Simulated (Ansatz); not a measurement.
BP:

```xyz
2
Lattice="0.0000 2.2690 2.2690 2.2690 0.0000 2.2690 2.2690 2.2690 0.0000" Properties=species:S:1:pos:R:3 pbc="T T T"
P     3.4035    3.4035    3.4035
B     0.0000    0.0000    0.0000
```

Base run:

```yaml
Program: Ansatz 0.2.0
Functional: RPBE
Potentials_or_basis: Ansatz PAW
Cutoff: "420 eV (not typed: the program's choice for these potentials)"
k_mesh: 10 × 10 × 10
Occupations: fermi-dirac, width 0.05 eV
Spin: no spin polarisation
```

Its results: band gap on the k mesh 1.27 eV, indirect (least direct gap 3.40 eV); pressure 4.0 GPa.

Problem. The run is repeated on the same cell with these changes: functional from RPBE to PBE. What comes out?

Solution. Band gap on the k mesh 1.24 eV, indirect (least direct gap 3.40 eV); pressure 1.1 GPa.

PBE binds more tightly than RPBE, so the same cell stands under less pressure.

Caveats: the PAW data sets come from PBE, with cores solved anew for the run's functional, which leaves a small shift of forces and pressure (some runs).
